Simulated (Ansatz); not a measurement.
Si:

```
CELL_PARAMETERS angstrom
-2.37137 2.37137 1.32927
2.37137 -2.37137 1.32927
2.37137 2.37137 -1.32927
ATOMIC_POSITIONS crystal
Si 0.50000 0.50000 0.00000
Si 0.25000 0.75000 0.50000
```

This isn't the form of Si at room conditions, which is diamond.

| Property | Result |
| --- | --- |
| Program | Ansatz 0.2.0 |
| Task | relaxation of cell and atoms |
| Functional | HF |
| Potentials or basis | Ansatz PAW |
| Cutoff | 420 eV (not typed: the program's choice for these potentials) |
| k mesh | 6 × 6 × 6 |
| Occupations | fermi-dirac, width 0.05 eV |
| Spin | no spin polarisation |

At the start: volume 14.95 Å³/atom.

Where does the relaxation end?

It ends after 5 steps and the volume is 15.92 Å³/atom (+6.5 %); space group I4_1/amd (No. 141, to 0.05 Å).

Step by step:
```tsv
step	energy change (eV)	largest force (eV/Å)	volume (Å³)
1	0.0000	0.0000	29.90
2	-0.0492	0.0000	31.71
3	-0.0493	0.0000	31.82
4	-0.0493	0.0000	31.83
5	-0.0499	0.0000	31.83
```

Final structure:
```xyz
2
Lattice="-2.4222 2.4222 1.3565 2.4222 -2.4222 1.3565 2.4222 2.4222 -1.3565" Properties=species:S:1:pos:R:3 pbc="T T T"
Si    0.0000    0.0000    1.3565
Si    2.4222    0.0000    0.6783
```

Caveat: the k mesh is coarse (spacing up to 0.45 Å⁻¹), so the values aren't converged, least of all with exact exchange; the plane-wave basis is chosen anew once the cell has moved, so the energies of steps on either side of that aren't comparable; the PAW data sets come from PBE, with cores solved anew for the run's functional, which leaves a small shift of forces and pressure.
